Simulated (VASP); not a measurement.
# SnO (Romarchite) (P4/nmm) in VASP: further runs

Aim: see how the results for SnO (Romarchite) move with the level of theory and the settings. Levels: PBE, r2SCAN. Tasks: electric field gradients.

Program: VASP 6.6.1. These are calculated values, not measurements. Logs are shortened: lines on timing, memory, paths and dates and some standing lists are left out, and cuts for length are marked.

### Step 1. Starting point

Symmetry: P4/nmm, No. 129, tetragonal system. Conventional cell: a = 3.799 Å, b = 3.799 Å, c = 4.841 Å, α = 90.00°, β = 90.00°, γ = 90.00°. Sn (site symmetry 4mm) has 4 O at 2.22 Å as nearest neighbours. O (site symmetry -4m2) has 4 Sn at 2.22 Å as nearest neighbours.

### Step 2. Electric field gradients, PBE

INCAR reads:

```
SYSTEM = SnO
  PREC = Accurate
  ENCUT = 520
  EDIFF = 1E-7
  ISMEAR = -1
  SIGMA = 0.02
  LREAL = .False.
  LASPH = .True.
  NELM = 100
  ALGO = Fast
  ISIF = 2
  LWAVE = .False.
  LCHARG = .False.
  GGA = PE
  LEFG = .True.
```

KPOINTS reads:

```
regular mesh
0
Gamma
  6 6 5
  0 0 0
```

POSCAR reads:

```
SnO
1.0
    3.7986000000      0.0000000000      0.0000000000
    0.0000000000      3.7986000000      0.0000000000
    0.0000000000      0.0000000000      4.8408000000
Sn O
2 2
Direct
    0.5000000000      0.0000000000      0.2369000000
    0.0000000000      0.5000000000      0.7631000000
    0.0000000000      0.0000000000      0.0000000000
    0.5000000000      0.5000000000      0.0000000000
```

Potentials or basis: VASP PAW PBE potentials, release 64 (Sn_d, O).

Command:

```sh
$ cat potpaw_PBE.64/Sn_d/POTCAR potpaw_PBE.64/O/POTCAR > POTCAR
$ mpirun -np 1 vasp_std > vasp.out
```

OUTCAR:

```text
SYSTEM = SnO
   PREC = Accurate
   ENCUT = 520
   EDIFF = 1E-7
   ISMEAR = -1
   LREAL = .False.
   LASPH = .True.
   NELM = 100
   ISIF = 2
   GGA = PE

 ion  position               nearest neighbor table
   1  0.500  0.000  0.237-   3 2.22   4 2.22   4 2.22   3 2.22   2 3.53   2 3.53   2 3.53   2 3.53
                             2 3.70   2 3.70   2 3.70   2 3.70
   2  0.000  0.500  0.763-   3 2.22   4 2.22   3 2.22   4 2.22   1 3.53   1 3.53   1 3.53   1 3.53
                             1 3.70   1 3.70   1 3.70   1 3.70
   3  0.000  0.000  0.000-   1 2.22   2 2.22   2 2.22   1 2.22
   4  0.500  0.500  0.000-   1 2.22   2 2.22   1 2.22   2 2.22

  LATTYP: Found a simple tetragonal cell.
 ALAT       =     3.7986000000
 C/A-ratio  =     1.2743642395

  Lattice vectors:

 A1 = (   3.7986000000,   0.0000000000,   0.0000000000)
 A2 = (   0.0000000000,   3.7986000000,   0.0000000000)
 A3 = (   0.0000000000,   0.0000000000,   4.8408000000)

Analysis of symmetry for initial positions (statically):
=====================================================================
 Subroutine PRICEL returns:
 Original cell was already a primitive cell.

 Routine SETGRP: Setting up the symmetry group for a
 simple tetragonal supercell.

 Subroutine GETGRP returns: Found 16 space group operations
 (whereof  8 operations were pure point group operations)
 out of a pool of 16 trial point group operations.

The static configuration has the point symmetry D_2d.
 The point group associated with its full space group is D_4h.

Analysis of symmetry for dynamics (positions and initial velocities):
=====================================================================
 Subroutine PRICEL returns:
 Original cell was already a primitive cell.

 Routine SETGRP: Setting up the symmetry group for a
 simple tetragonal supercell.

 Subroutine GETGRP returns: Found 16 space group operations
 (whereof  8 operations were pure point group operations)
 out of a pool of 16 trial point group operations.

The dynamic configuration has the point symmetry D_2d.
 The point group associated with its full space group is D_4h.

 Subroutine INISYM returns: Found 16 space group operations
 (whereof  8 operations are pure point group operations),
 and found     1 'primitive' translations

----------------------------------------------------------------------------------------

                                     Primitive cell

  volume of cell :      69.8497

  direct lattice vectors                    reciprocal lattice vectors
     3.798600000  0.000000000  0.000000000     0.263254883  0.000000000  0.000000000
     0.000000000  3.798600000  0.000000000     0.000000000  0.263254883  0.000000000
     0.000000000  0.000000000  4.840800000     0.000000000  0.000000000  0.206577425

  length of vectors
     3.798600000  3.798600000  4.840800000     0.263254883  0.263254883  0.206577425

  position of ions in fractional coordinates (direct lattice)
     0.500000000  0.000000000  0.236900000
     0.000000000  0.500000000  0.763100000
     0.000000000  0.000000000  0.000000000
     0.500000000  0.500000000  0.000000000

  ion indices of the primitive-cell ions
   primitive index   ion index
                 1           1
                 2           2
                 3           3
                 4           4

----------------------------------------------------------------------------------------

 KPOINTS: regular mesh

Automatic generation of k-mesh.
 Grid dimensions read from file:
 generate k-points for:    6    6    5

 Generating k-lattice:

  Cartesian coordinates                     Fractional coordinates (reciprocal lattice)
     0.043875814  0.000000000  0.000000000     0.166666667  0.000000000  0.000000000
     0.000000000  0.043875814  0.000000000     0.000000000  0.166666667  0.000000000
     0.000000000  0.000000000  0.041315485     0.000000000  0.000000000  0.200000000

  Length of vectors
     0.043875814  0.043875814  0.041315485

  Shift w.r.t. Gamma in fractional coordinates (k-lattice)
     0.000000000  0.000000000  0.000000000

 Subroutine IBZKPT returns following result:
 ===========================================

 Found     30 irreducible k-points:

 Following reciprocal coordinates:
            Coordinates               Weight
  0.000000  0.000000  0.000000      1.000000
  0.166667  0.000000  0.000000      4.000000
  0.333333  0.000000  0.000000      4.000000
  0.500000  0.000000  0.000000      2.000000
  0.166667  0.166667  0.000000      4.000000
  0.333333  0.166667  0.000000      8.000000
[... 16 lines left out ...]
  0.333333  0.000000  0.400000      8.000000
  0.500000  0.000000  0.400000      4.000000
 [... further k-points ...]
   k-points           NKPTS =     30   k-points in BZ     NKDIM =     30   number of bands    NBANDS=     24
   number of dos      NEDOS =    301   number of ions     NIONS =      4
   total plane-waves  NPLWV =  28224
   dimension x,y,z NGX =    28 NGY =   28 NGZ =   36
   dimension x,y,z NGXF=    56 NGYF=   56 NGZF=   72
   ions per type =               2   2
   NGX,Y,Z   is equivalent  to a cutoff of  12.25, 12.25, 12.36 a.u.
   NGXF,Y,Z  is equivalent  to a cutoff of  24.51, 24.51, 24.73 a.u.
 SYSTEM =  SnO
   PREC   = accura    normal or accurate (medium, high low for compatibility)
   ISTART =      0    job   : 0-new  1-cont  2-samecut
   ICHARG =      2    charge: 1-file 2-atom 10-const
   ISPIN  =      1    spin polarized calculation?
   LNONCOLLINEAR =      F non collinear calculations
   LSORBIT =      F    spin-orbit coupling
   LASPH  =      T    aspherical Exc in radial PAW
   ENCUT  =  520.0 eV  38.22 Ry    6.18 a.u.   7.06  7.06  9.00*2*pi/ulx,y,z
   NELM   =    100;   NELMIN=  2; NELMDL= -5     # of ELM steps
   EDIFF  = 0.1E-06   stopping-criterion for ELM
   LREAL  =      F    real-space projection
[... 7 lines left out ...]
   TEBEG  =    0.0;   TEEND  =   0.0 temperature during run
   PSTRESS=    0.0 pullay stress
   NELECT =      40.0000    total number of electrons
   NUPDOWN=      -1.0000    fix difference up-down
   EMIN   =  10.00;   EMAX   =-10.00  energy-range for DOS
   EFERMI =   0.00;   METHOD = LEGACY
   ISMEAR =    -1;   SIGMA  =   0.02  broadening in eV -4-tet -1-fermi 0-gaus
   EFERMI_NEDOS =   21; number of points for ismear=-14 and -15
   IALGO  =     68    algorithm
   IMIX   =      4    mixing-type and parameters
     AMIX     =   0.40;   BMIX     =  1.00
     AMIX_MAG =   1.60;   BMIX_MAG =  1.00
  volume/ion in A,a.u.               =      17.46       117.84
  Fermi-wavevector in a.u.,A,eV,Ry     =   1.359482  2.569048 25.146163  1.848191
  Thomas-Fermi vector in A             =   2.486226
   LORBIT       =      0    0 simple, 1 ext, 2 COOP (PROOUT), +10 PAW based schemes
   GGA     = PE    functional components
   LHFCALC =     F    Hartree Fock is set to
   AEXX    =    0.0000 exact exchange contribution
   IVDW    =     0    specifies the selected vdW correction
   LEPSILON=     F    determine dielectric tensor
   LRPA    =     F    only Hartree local field effects (RPA)
 non-spin polarized calculation
 RMM-DIIS sequential band-by-band and
  energy-cutoff  :      520.00
  volume of cell :       69.85
 maximum number of plane-waves:      1896
   NGX = 15   NGY = 15   NGZ = 19

 number of electron      39.9999994 magnetization

 Free energy of the ion-electron system (eV)
  ---------------------------------------------------
  ext. energy  EPLUGINS =         0.00000000
  ---------------------------------------------------
  free energy    TOTEN  =       -22.65917888 eV

  energy without entropy =      -22.65889555  energy(sigma->0) =      -22.65903722

 E-fermi :   7.2807     XC(G=0): -10.2669

 val. band max:        7.2532108671   @ k =   0.0000   0.0000   0.0000
 cond. band min:       7.3230779141   @ k =   0.5000   0.5000   0.0000
 fundamental gap:      0.0698670469
 Fermi energy:         7.2807415830

 k-point     1 :       0.0000    0.0000    0.0000
  band No.  band energies     occupation
      1     -14.8279      2.00000
      2     -14.3706      2.00000
      3     -14.3706      2.00000
      4     -14.3685      2.00000
      5     -14.3239      2.00000
      6     -14.3160      2.00000
[... 16 lines left out ...]
     23      11.9500      0.00000
     24      11.9500      0.00000
[... 598 lines left out ...]
      2     -14.7081      2.00000
      3     -14.3653      2.00000
      4     -14.3653      2.00000
      5     -14.3254      2.00000
      6     -14.3254      2.00000
[... 16 lines left out ...]
     23      12.7366      0.00000
     24      12.7367      0.00000

 [... further k-points ...]
[... 5 lines left out ...]
  --------------------------------------------------------------------------------------
  -------------------------------------------------------------------------------------
  Total        2.3738516      2.3738516      1.8796429      0.0000000      0.0000000      0.0000000
  in kB       54.4502501     54.4502501     43.1143323      0.0000000      0.0000000      0.0000000
  external PRESSURE =      50.6716108 kB  Pullay stress =       0.0000000 kB

 VOLUME and BASIS-vectors are now :
 -----------------------------------------------------------------------------
  energy-cutoff  :      520.00
  volume of cell :       69.85
      direct lattice vectors                 reciprocal lattice vectors
     3.798600000  0.000000000  0.000000000     0.263254883  0.000000000  0.000000000
     0.000000000  3.798600000  0.000000000     0.000000000  0.263254883  0.000000000
     0.000000000  0.000000000  4.840800000     0.000000000  0.000000000  0.206577425

 POSITION                                       TOTAL-FORCE (eV/Angst)
 -----------------------------------------------------------------------------------
      1.89930      0.00000      1.14679         0.000000      0.000000      0.589107
      0.00000      1.89930      3.69401        -0.000000      0.000000     -0.589107
      0.00000      0.00000      0.00000        -0.000000      0.000000      0.000000
      1.89930      1.89930      0.00000        -0.000000     -0.000000      0.000000
 -----------------------------------------------------------------------------------
    total drift:                                0.000000      0.000000      0.000000

  FREE ENERGIE OF THE ION-ELECTRON SYSTEM (eV)
  ---------------------------------------------------
  free  energy   TOTEN  =       -22.6591788809 eV

  energy  without entropy=      -22.6588955530  energy(sigma->0) =      -22.65903722

 Electric field gradients (V/A^2)
---------------------------------------------------------------------
 ion       V_xx      V_yy      V_zz      V_xy      V_xz      V_yz
---------------------------------------------------------------------
   1      83.167    83.167  -166.334    -0.000    -0.000    -0.000
   2      83.167    83.167  -166.334    -0.000     0.000    -0.000
   3      -0.452    -0.452     0.903    -0.000     0.000     0.000
   4      -0.452    -0.452     0.903    -0.000    -0.000     0.000
---------------------------------------------------------------------

 Electric field gradients after diagonalization (V/A^2)
 (convention: |V_zz| > |V_xx| > |V_yy|)
----------------------------------------------------------------------
 ion       V_xx      V_yy      V_zz     asymmetry (V_yy - V_xx)/ V_zz
----------------------------------------------------------------------
   1      83.167    83.167  -166.334       0.000
   2      83.167    83.167  -166.334       0.000
   3      -0.452    -0.452     0.903       0.000
   4      -0.452    -0.452     0.903       0.000
----------------------------------------------------------------------

           NMR quadrupolar parameters

 Cq : quadrupolar parameter    Cq=e*Q*V_zz/h
 eta: asymmetry parameters     (V_yy - V_xx)/ V_zz
 Q  : nuclear electric quadrupole moment in mb (millibarn)
----------------------------------------------------------------------
 ion       Cq(MHz)       eta       Q (mb)
----------------------------------------------------------------------
   1      -0.402       0.000       1.000
   2      -0.402       0.000       1.000
   3       0.002       0.000       1.000
   4       0.002       0.000       1.000
----------------------------------------------------------------------
```

Run time: 22 s. Hardware: 1 thread of Intel Xeon 6975P-C (Granite Rapids), shared host; peak memory 0.19 GiB.

What came out:

```
Free energy            : -22.6592 eV
Pressure               : 5.1 GPa
Largest force          : 0.589 eV/Å
Band gap on the k mesh : 0.07 eV, indirect (least direct gap 1.98 eV)
```

Forces in eV/Å, atoms in the order of the input:
```
Sn   0.000  0.000  0.589
Sn   0.000  0.000 -0.589
O    0.000  0.000  0.000
O    0.000  0.000  0.000
```

Electric field gradients, principal values (V/Å²):
| atom | Vxx | Vyy | Vzz |
| --- | --- | --- | --- |
| 1 Sn | 83.167 | 83.167 | -166.334 |
| 2 Sn | 83.167 | 83.167 | -166.334 |
| 3 O | -0.452 | -0.452 | 0.903 |
| 4 O | -0.452 | -0.452 | 0.903 |

Caveat: spin-orbit coupling is left out, which moves the levels of the heavy elements; an odd mesh through Γ misses points on the zone boundary, where band edges often lie.

### Step 3. Electric field gradients, r2SCAN

INCAR: that of step 2 with these lines changed.

```diff
@@ -9,3 +9,3 @@
   NELM = 100
-  ALGO = Fast
+  ALGO = Normal
   ISIF = 2
@@ -13,3 +13,4 @@
   LCHARG = .False.
-  GGA = PE
+  METAGGA = R2SCAN
+  LMIXTAU = .True.
   LEFG = .True.
```

KPOINTS is that of step 2.

POSCAR is that of step 2.

Potentials or basis: VASP PAW PBE potentials, release 64 (Sn_d, O).

Command:

```sh
$ cat potpaw_PBE.64/Sn_d/POTCAR potpaw_PBE.64/O/POTCAR > POTCAR
$ mpirun -np 1 vasp_std > vasp.out
```

OUTCAR:

```text
SYSTEM = SnO
   PREC = Accurate
   ENCUT = 520
   EDIFF = 1E-7
   ISMEAR = -1
   LREAL = .False.
   LASPH = .True.
   NELM = 100
   ISIF = 2
   METAGGA = R2SCAN

 ion  position               nearest neighbor table
   1  0.500  0.000  0.237-   3 2.22   4 2.22   4 2.22   3 2.22   2 3.53   2 3.53   2 3.53   2 3.53
                             2 3.70   2 3.70   2 3.70   2 3.70
   2  0.000  0.500  0.763-   3 2.22   4 2.22   3 2.22   4 2.22   1 3.53   1 3.53   1 3.53   1 3.53
                             1 3.70   1 3.70   1 3.70   1 3.70
   3  0.000  0.000  0.000-   1 2.22   2 2.22   2 2.22   1 2.22
   4  0.500  0.500  0.000-   1 2.22   2 2.22   1 2.22   2 2.22

  LATTYP: Found a simple tetragonal cell.
 ALAT       =     3.7986000000
 C/A-ratio  =     1.2743642395

  Lattice vectors:

 A1 = (   3.7986000000,   0.0000000000,   0.0000000000)
 A2 = (   0.0000000000,   3.7986000000,   0.0000000000)
 A3 = (   0.0000000000,   0.0000000000,   4.8408000000)

Analysis of symmetry for initial positions (statically):
=====================================================================
 Subroutine PRICEL returns:
 Original cell was already a primitive cell.

 Routine SETGRP: Setting up the symmetry group for a
 simple tetragonal supercell.

 Subroutine GETGRP returns: Found 16 space group operations
 (whereof  8 operations were pure point group operations)
 out of a pool of 16 trial point group operations.

The static configuration has the point symmetry D_2d.
 The point group associated with its full space group is D_4h.

Analysis of symmetry for dynamics (positions and initial velocities):
=====================================================================
 Subroutine PRICEL returns:
[... 814 lines left out ...]
     23      12.9696      0.00000
     24      12.9696      0.00000

 [... further k-points ...]
[... 5 lines left out ...]
  --------------------------------------------------------------------------------------
  -------------------------------------------------------------------------------------
  Total        0.5667739      0.5667739      0.4997313      0.0000000      0.0000000      0.0000000
  in kB       13.0003844     13.0003844     11.4625927      0.0000000      0.0000000      0.0000000
  external PRESSURE =      12.4877872 kB  Pullay stress =       0.0000000 kB

 VOLUME and BASIS-vectors are now :
 -----------------------------------------------------------------------------
  energy-cutoff  :      520.00
  volume of cell :       69.85
      direct lattice vectors                 reciprocal lattice vectors
     3.798600000  0.000000000  0.000000000     0.263254883  0.000000000  0.000000000
     0.000000000  3.798600000  0.000000000     0.000000000  0.263254883  0.000000000
     0.000000000  0.000000000  4.840800000     0.000000000  0.000000000  0.206577425

 POSITION                                       TOTAL-FORCE (eV/Angst)
 -----------------------------------------------------------------------------------
      1.89930      0.00000      1.14679         0.000000     -0.000000      0.142735
      0.00000      1.89930      3.69401        -0.000000     -0.000000     -0.142735
      0.00000      0.00000      0.00000        -0.000000     -0.000000      0.000000
      1.89930      1.89930      0.00000        -0.000000      0.000000      0.000000
 -----------------------------------------------------------------------------------
    total drift:                                0.000000      0.000000      0.000000

  FREE ENERGIE OF THE ION-ELECTRON SYSTEM (eV)
  ---------------------------------------------------
  free  energy   TOTEN  =       -66.8985739206 eV

  energy  without entropy=      -66.8985387042  energy(sigma->0) =      -66.89855631

 Electric field gradients (V/A^2)
---------------------------------------------------------------------
 ion       V_xx      V_yy      V_zz      V_xy      V_xz      V_yz
---------------------------------------------------------------------
   1      94.044    94.044  -188.089     0.000    -0.000    -0.000
   2      94.044    94.044  -188.089     0.000    -0.000    -0.000
   3      -0.651    -0.651     1.302     0.000    -0.000     0.000
   4      -0.651    -0.651     1.302     0.000    -0.000     0.000
---------------------------------------------------------------------

 Electric field gradients after diagonalization (V/A^2)
 (convention: |V_zz| > |V_xx| > |V_yy|)
----------------------------------------------------------------------
 ion       V_xx      V_yy      V_zz     asymmetry (V_yy - V_xx)/ V_zz
----------------------------------------------------------------------
   1      94.044    94.044  -188.089       0.000
   2      94.044    94.044  -188.089       0.000
   3      -0.651    -0.651     1.302       0.000
   4      -0.651    -0.651     1.302       0.000
----------------------------------------------------------------------

           NMR quadrupolar parameters

 Cq : quadrupolar parameter    Cq=e*Q*V_zz/h
 eta: asymmetry parameters     (V_yy - V_xx)/ V_zz
 Q  : nuclear electric quadrupole moment in mb (millibarn)
----------------------------------------------------------------------
 ion       Cq(MHz)       eta       Q (mb)
----------------------------------------------------------------------
   1      -0.455       0.000       1.000
   2      -0.455       0.000       1.000
   3       0.003       0.000       1.000
   4       0.003       0.000       1.000
----------------------------------------------------------------------
```

Run time: 76 s. Hardware: 1 thread of Intel Xeon 6975P-C (Granite Rapids), shared host; peak memory 0.2 GiB.

Results:

* Free energy: -66.8986 eV
* Pressure: 1.2 GPa
* Largest force: 0.143 eV/Å
* Band gap on the k mesh: 0.18 eV, indirect (least direct gap 2.31 eV)

Forces in eV/Å, atoms in the order of the input:
```
Sn   0.000  0.000  0.143
Sn   0.000  0.000 -0.143
O    0.000  0.000  0.000
O    0.000  0.000  0.000
```

Levels at points of the mesh, in eV from the valence-band top:
| k point | band 18 | band 19 | band 20 | band 21 | band 22 | band 23 |
| --- | --- | --- | --- | --- | --- | --- |
| (0.00, 0.00, 0.00) | -3.64 | -3.64 | 0.00 | 2.41 | 4.57 | 4.87 |
| (0.50, 0.00, 0.00) | -5.34 | -3.00 | -3.00 | 3.46 | 3.46 | 6.21 |
| (0.50, 0.50, 0.00) | -2.96 | -2.13 | -2.13 | 0.18 | 0.18 | 4.74 |

Electric field gradients, principal values (V/Å²):
```tsv
atom	Vxx	Vyy	Vzz
1 Sn	94.044	94.044	-188.089
2 Sn	94.044	94.044	-188.089
3 O	-0.651	-0.651	1.302
4 O	-0.651	-0.651	1.302
```

Caveat: the PAW data sets were made with another functional, which shifts forces and pressure a little; spin-orbit coupling is left out, which moves the levels of the heavy elements; an odd mesh through Γ misses points on the zone boundary, where band edges often lie.
